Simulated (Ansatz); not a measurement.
Crystal: InAs.

```
CELL_PARAMETERS angstrom
0.00000 3.01800 3.01800
3.01800 0.00000 3.01800
3.01800 3.01800 0.00000
ATOMIC_POSITIONS crystal
In 0.00000 0.00000 0.00000
As 0.75000 0.75000 0.75000
```

A run of Ansatz 0.2.0 on this cell left the log below. Logs are shortened: lines on timing, memory, paths and dates and some standing lists are left out, and cuts for length are marked.

```text
Warning: RAYON_NUM_THREADS=1 ignored (pool sized by the plan → 1); use --threads N
LAPW: plane waves up to 8.619 Å⁻¹, error target 1.0e-3 eV per atom; small_component_spin mean_spin; As in spheres of 1.266 Å, 23 of its electrons in bands, Dirac shells []; In in spheres of 1.348 Å, 21 of its electrons in bands, Dirac shells [] (how accurate: hamiltonian.pseudopotentials.lapw.basis_error, Limitations)
Engine: ansatz 0.2.0, aarch64-unknown-linux-gnu
Pseudopotentials: kind: all_electron
Pseudopotential: In, LAPW, valence charge 21, lapw/all_electron/scalar/gaussian/In, Koelling and Harmon's equation, gaussian nucleus
Pseudopotential: As, LAPW, valence charge 23, lapw/all_electron/scalar/gaussian/As, Koelling and Harmon's equation, gaussian nucleus
Functional definition: PBE
  parameter kappa = 0.804
  parameter beta = 0.06672455060314922
  exchange = pbe_x(kappa = kappa, mu = beta*pi^2/3)
  correlation = pbe_c(beta = beta)
Crystal: 2 atoms, lattice volume = 54.978 Å³
Basis set: ecut = 283.0201242672384 eV, 609 PW (Γ), exchange–correlation at level 2
Bands: 27, of which v1, the nominal top of the filled ones, is band 22 counted from 1 (21 counted from 0)
Symmetry: 24 space group operations
Space group: F-43m (ITA 216), of the structure as read, at distance tolerance 3.8e-5 Å
k-points: 29 of 512 (time reversal used)
Non-local potential: In, projectors of the file, none
Non-local potential: As, projectors of the file, none
Initial density: superposition of atomic densities (chi_scale 0.1, normalization cell, long waves kept (reshape's long-wave potential 0.00 eV rms))
Initial wavefunctions: plane waves of lowest kinetic energy (no species holds an atomic orbital)
Functional: x = pbe(κ = 0.804, μ = 0.2195149727645171), c = pbe(β = 0.06672455060314922)
iter 1 solved again at ethr=2.01e-3 eV; its pass at ethr=1.00e-1 eV (dr2=8.83e-1 eV) is discarded
SCF iter   1: F=—  HF=-221570.600789 eV  |F-HF|=—  |Δ(HF+E_count)|=         —  Δρ=2.93e-2  dr2=8.85e-1  ethr=2.01e-3  ⟨swp⟩=2.0  Hψ=4983  notcnv=0
preconditioner: auto → none  [insulator: Δε(μ)=0.159 eV  Ē_g=15.129 eV  σ=0.013 eV  W_gap=1.00  n_scr=14 (ndim 8)  ℏωp=21.2 eV  f_vac=0.128  D(μ)=0.00/eV (n_scr^D=0)  ε∞_Penn≈3.0]
iter 2 solved again at ethr=9.80e-5 eV; its pass at ethr=2.01e-3 eV (dr2=4.31e-2 eV) is discarded
SCF iter   2: F=—  HF=-221570.344764 eV  |F-HF|=—  |Δ(HF+E_count)|=   2.56e-1  Δρ=9.20e-3  dr2=4.31e-2  ethr=9.80e-5  ⟨swp⟩=2.0  Hψ=4101  notcnv=0
SCF iter   3: F=—  HF=-221570.329164 eV  |F-HF|=—  |Δ(HF+E_count)|=         —  Δρ=4.66e-3  dr2=1.27e-2  ethr=9.80e-5  ⟨swp⟩=2.0  Hψ=2331  notcnv=0
the basis was enlarged: its passes take 153.8 KiB over the memory plan, 1 of 1 planned eigensolver slots
SCF iter   4: F=—  HF=-221570.329303 eV  |F-HF|=—  |Δ(HF+E_count)|=   1.39e-4  Δρ=1.72e-3  dr2=1.87e-3  ethr=2.88e-5  ⟨swp⟩=2.0  Hψ=2325  notcnv=0
SCF iter   5: F=—  HF=-221570.329236 eV  |F-HF|=—  |Δ(HF+E_count)|=   6.67e-5  Δρ=3.15e-4  dr2=7.13e-5  ethr=4.26e-6  ⟨swp⟩=2.0  Hψ=2314  notcnv=0
SCF iter   6: F=—  HF=-221570.329272 eV  |F-HF|=—  |Δ(HF+E_count)|=   3.60e-5  Δρ=5.81e-5  dr2=1.62e-6  ethr=1.62e-7  ⟨swp⟩=3.0  Hψ=2256  notcnv=0
SCF iter   7: F=-221570.329276 eV  HF=-221570.329276 eV  |F-HF|=1.31e-7  |Δ(HF+E_count)|=   3.62e-6  Δρ=9.74e-6  dr2=5.71e-8  ethr=3.69e-9  ⟨swp⟩=3.0  Hψ=2301  notcnv=0
SCF 1 converged in 7 iterations: F = -221570.329276 eV  dr2 = 5.71e-8
SCF converged after 7 iterations
Free energy (F): -221570.329276 eV
Harris-Foulkes:  -221570.329276 eV  (|F-HF|=1.31e-7)
Internal energy: -221570.329237 eV  (E = F + TS)
E sigma→0 (E₀):  -221570.329256 eV
Entropy (-TS):   -0.000039 eV (-0.020 meV/atom)
Fermi energy:    9.748243 eV
--- Per-component energies (eV) ---
  E_band       = -1912.397776
  E_kinetic    = 230887.849312
  E_xc         = -6636.097040
  E_electrostatic = -445822.081509  (all electrons and nuclei)
  E_smearing   = -0.000039  (= −TS)
  E_closure    = 0.000000  (closes the sum)
  E_atoms      = -221562.685075  (free atoms, spherical and without spin; not in F)
  Σ components = -221570.329276   (vs F -221570.329276, Δ=0.00e0)
  Basis errors (estimates in eV, not in F): energy 4.4e-4 per atom: plane waves 4.0e-4 (2.4e-4 summed), levels above the bands 0.0e0, relativity 5.6e-8, radial functions 4.1e-5, core shells 4.0e-7; eigenvalues (radial functions only) 1.2e-6; not estimated: angular momenta, meshes, grids; target (lapw.basis_error) 1.0e-3; muffin-tin radii As 1.266 Å, In 1.348 Å
--- Forces (eV/Å), atoms counted from 1 ---
  atom   1  In     0.00000000    -0.00000000    -0.00000000
  atom   2  As    -0.00000000     0.00000000     0.00000000
  max |Σ_I F_I| component: 2.31e-17 eV/Å
--- Stress (GPa, compression-positive) ---
        4.303531       0.000000      -0.000000
        0.000000       4.303531       0.000000
       -0.000000       0.000000       4.303531
  P = ⅓ Tr σ = 4.3035 GPa (43.035 kbar)
--- Band table (eV; the first three rows and the last of 29) ---
  k-point 0: bands = ["-174.8222", "-118.1940", "-118.1940", "-118.1940", "-105.4607", "-63.9469", "-63.9469", "-63.9469", "-25.2398", "-25.2398", "-25.2398", "-25.2319", "-25.2319", "-4.6576", "-4.6576", "-4.6576", "-4.5297", "-4.5297", "-2.1538", "9.5751", "9.7443", "9.7443", "9.7443", "13.6654", "13.6654", "13.6654", "17.2850"]
  k-point 1: bands = ["-174.8222", "-118.1940", "-118.1940", "-118.1940", "-105.4607", "-63.9469", "-63.9469", "-63.9469", "-25.2398", "-25.2397", "-25.2397", "-25.2319", "-25.2319", "-4.6782", "-4.6516", "-4.6516", "-4.5299", "-4.5299", "-1.9907", "7.8653", "9.5510", "9.5510", "10.8649", "13.8207", "13.9473", "13.9473", "18.1182"]
  k-point 2: bands = ["-174.8222", "-118.1940", "-118.1940", "-118.1940", "-105.4607", "-63.9469", "-63.9469", "-63.9469", "-25.2398", "-25.2396", "-25.2396", "-25.2318", "-25.2318", "-4.7247", "-4.6387", "-4.6387", "-4.5286", "-4.5286", "-1.5444", "6.0418", "9.1701", "9.1701", "11.0080", "14.3824", "14.3824", "14.9268", "18.1288"]
  k-point 28: bands = ["-174.8222", "-118.1940", "-118.1940", "-118.1940", "-105.4607", "-63.9470", "-63.9469", "-63.9469", "-25.2397", "-25.2397", "-25.2393", "-25.2318", "-25.2316", "-4.8204", "-4.6061", "-4.5819", "-4.5455", "-4.5216", "-0.0710", "4.0358", "6.7754", "6.8574", "13.9835", "14.0427", "14.7670", "15.8394", "19.6164"]
```

Question: What input gives this log?

Answer: Single point with PBE, no spin polarisation. The files as run (others can give the same):

input.yaml
```yaml
crystal:
  lattice:
    - [0.0, 3.018, 3.018]
    - [3.018, 0.0, 3.018]
    - [3.018, 3.018, 0.0]
  atoms:
    - { symbol: In, position: [0.0, 0.0, 0.0] }
    - { symbol: As, position: [0.75, 0.75, 0.75] }
kpoints:
  mp_grid: { grid: [8, 8, 8] }
scf:
  occupations: { method: gaussian, width: 0.013 }
hamiltonian:
  xc: pbe
  pseudopotentials: { kind: all_electron, lapw: { basis_error: 0.001 } }
output:
  forces: true
  stress: true
  eigenvalues: true
```

Potentials or basis: all-electron LAPW, scalar-relativistic.
Launch:
```sh
$ ansatz run input.yaml --threads 1 --pin off --max-ram 3072MiB --backend cpu --events-out ev --progress --plain --runs-dir out
```

Caveat: this crystal is a semiconductor, whose small gap the functional closes, so the metal is an error of the method.
